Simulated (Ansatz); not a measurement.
Formation energy of BN

Method: PBE, scalar-relativistic; no spin polarisation; PAW, 420 eV, 16×16×4 k-mesh, Gaussian smearing of 0.05 eV; code Ansatz. The datasets are Ansatz's generated set soft_2.

The chain of runs began from a cell as deposited in COD, expanded in volume. The relaxation kept the space group but changed the cell's proportions, one axis by 16 % at equal volume, so the results may not describe the measured structure. The database's entry of this formula in the relaxed cell's space group, P6_3/mmc, has axes of 2.540 × 2.540 × 6.598 Å and 9.22 Å³/atom (2007), the relaxed one 2.512 × 2.512 × 8.387 Å and 11.46.

It takes space group P6_3/mmc (No. 194, hexagonal). Conventional cell: a = 2.512 Å, b = 2.512 Å, c = 8.387 Å, α = 90.00°, β = 90.00°, γ = 120.00°. Around B (site symmetry -6m2) lie 3 N at 1.45 Å. N (site symmetry -6m2) is surrounded by 3 B at 1.45 Å. (Shells end 15 % past the nearest neighbour.)

The elements were computed in their standard states (gases as isolated molecules) with the same datasets, cutoff and functional. Total energies depend on the potentials used, so only differences within one code and one set of settings carry meaning.

Energy of the relaxed cell (4 atoms, smearing extrapolated to zero): -1084.861 eV. Elements, in eV/atom: B -155.914, N -384.013.

Task: What is the formation energy?

Result: [-1084.861 − (2 × -155.914 + 2 × -384.013)] / 4 = -1.25 eV/atom, or -121 kJ per mole of atoms.

The value is for 0 K, without zero-point energy and without any correction for the binding of gas molecules. The functional's error in the binding of N₂ enters directly. A negative value shows stability against the elements alone, not against other compounds or structures.

The structure is built of weakly bound layers, and this functional has no dispersion term, so their spacing and all that hangs on it (volume, the soft elastic constants, low modes, dielectric constants) are poorly given.
